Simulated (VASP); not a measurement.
All values below come from r2SCAN meta-GGA, VASP's PBE PAW potentials (set 64) (plane waves; VASP).

Gaps are without spin-orbit coupling.

```
Property                                               Value
---------------------------------------------  -------------
volume per atom                                34.89 Å³/atom
band gap (over mesh and band path)                   1.09 eV
smallest direct gap (over mesh and band path)        1.09 eV
```

**Question.** Which relaxed crystal gives these values?
A. BaTiO3, Amm2 (38)
B. PbTe, Fm-3m (225)
C. Cl, Cmce (64)
D. ZrO2, P4_2/nmc (137)

**Answer.** B, PbTe, Fm-3m (225)
